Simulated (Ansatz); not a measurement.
PbI2 in the CdI2-type structure (r2SCAN+rVV10 geometry), in Ansatz:

```cif
data_structure
_symmetry_space_group_name_H-M 'P 1'
_symmetry_Int_Tables_number 1
_cell_length_a 4.5641
_cell_length_b 4.5641
_cell_length_c 7.0475
_cell_angle_alpha 90.000
_cell_angle_beta 90.000
_cell_angle_gamma 120.000
_cell_volume 127.14
loop_
_atom_site_label
_atom_site_type_symbol
_atom_site_fract_x
_atom_site_fract_y
_atom_site_fract_z
_atom_site_occupancy
Pb1 Pb 0.00000 0.00000 0.00000 1
I1 I 0.33333 0.66667 0.26671 1
I2 I 0.66667 0.33333 0.73329 1
```

G0W0@PBE with 697 empty bands, a screening cutoff of 180 eV and a 6×6×2 mesh (PAW, contour deformation) gives 3.222 eV over the mesh points, from a PBE gap of 2.230 eV; it sums over 721 bands with 687 plane waves in the screening and a wave cutoff of 420 eV. The G0W0 figures hold for the stated bands, cutoff and mesh and aren't extrapolated. No spin polarisation and no zero-point or thermal motion.

Q: Another run gave a Kohn-Sham gap of 2.230 eV and a G0W0 gap of 3.123 eV, summing over 312 bands with 299 plane waves in the screening and a wave cutoff of 420 eV. What was changed?

A: Empty bands 288, screening cutoff 100 eV. The counts of bands and plane waves show it.

Q: Estimate the gap with mesh 6×6×4, empty bands 206, screening cutoff 80 eV.

A: 3.085 eV (-0.137 eV), from a Kohn-Sham gap of 2.231 eV.

Q: Estimate the gap with starting point r2SCAN.

A: 3.455 eV (+0.233 eV), from a Kohn-Sham gap of 2.626 eV.

Spin-orbit coupling is left out; in compounds of Pb, Bi, Tl or Hg it can lower a gap by up to about 1 eV, split its edges or invert the bands.
